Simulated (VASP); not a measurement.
Crystal: SnS.

```
Sn S
1.0
    11.20000    0.00000    0.00000
     0.00000    3.98700    0.00000
     0.00000    0.00000    4.33400
Sn S
4 4
Direct
  0.11940 0.25000 0.11980
  0.38060 0.75000 0.61980
  0.61940 0.25000 0.38020
  0.88060 0.75000 0.88020
  0.85080 0.25000 0.47930
  0.64920 0.75000 0.97930
  0.35080 0.25000 0.02070
  0.14920 0.75000 0.52070
```

* Program: VASP 6.6.1
* Task: relaxation of cell and atoms
* Functional: PBEsol
* Potentials or basis: VASP PAW PBE potentials, release 64 (Sn_d, S)
* Cutoff: 600 eV
* k mesh: 4 × 8 × 6
* Occupations: gaussian, width 0.03 eV
* Spin: no spin polarisation

At the start: pressure -0.8 GPa; volume 24.19 Å³/atom.

Where does the relaxation end?

Over 17 steps the energy falls by 3.3 meV/atom and the volume is 23.42 Å³/atom (-3.2 %); space group Pnma (No. 62, to 0.05 Å).

Step by step:
| step | energy change (eV) | largest force (eV/Å) | pressure (GPa) | volume (Å³) |
| --- | --- | --- | --- | --- |
| 1 | 0.0000 | 0.0741 | -0.79 | 193.53 |
| 2 | -0.0097 | 0.1417 | 0.13 | 190.21 |
| 3 | -0.0097 | 0.1445 | 0.17 | 190.10 |
| 4 | -0.0166 | 0.0946 | 0.11 | 189.32 |
| 5 | -0.0225 | 0.0337 | 0.02 | 187.85 |
| 6 | -0.0226 | 0.0383 | 0.03 | 187.65 |
| 7 | -0.0247 | 0.0292 | -0.04 | 187.49 |
| 8 | -0.0246 | 0.0292 | -0.03 | 187.48 |
| 9 | -0.0254 | 0.0155 | 0.05 | 187.24 |
| 10 | -0.0255 | 0.0152 | 0.09 | 187.09 |
| 11 | -0.0257 | 0.0241 | -0.09 | 187.58 |
| 12 | -0.0258 | 0.0208 | -0.02 | 187.43 |
| 13 | -0.0258 | 0.0204 | -0.05 | 187.45 |
| 14 | -0.0259 | 0.0183 | -0.02 | 187.43 |
| 15 | -0.0260 | 0.0166 | -0.01 | 187.41 |
| 16 | -0.0262 | 0.0091 | 0.02 | 187.33 |
| 17 | -0.0262 | 0.0094 | -0.01 | 187.35 |

Final structure:
```cif
data_structure
_symmetry_space_group_name_H-M 'P 1'
_symmetry_Int_Tables_number 1
_cell_length_a 11.0830
_cell_length_b 3.9845
_cell_length_c 4.2425
_cell_angle_alpha 90.000
_cell_angle_beta 90.000
_cell_angle_gamma 90.000
_cell_volume 187.35
loop_
_atom_site_label
_atom_site_type_symbol
_atom_site_fract_x
_atom_site_fract_y
_atom_site_fract_z
_atom_site_occupancy
Sn1 Sn 0.11831 0.25000 0.11342 1
Sn2 Sn 0.38169 0.75000 0.61342 1
Sn3 Sn 0.61831 0.25000 0.38658 1
Sn4 Sn 0.88169 0.75000 0.88658 1
S1 S 0.85349 0.25000 0.47308 1
S2 S 0.64651 0.75000 0.97308 1
S3 S 0.35349 0.25000 0.02692 1
S4 S 0.14651 0.75000 0.52692 1
```

Caveat: the PAW data sets were made with another functional, which shifts forces and pressure a little.
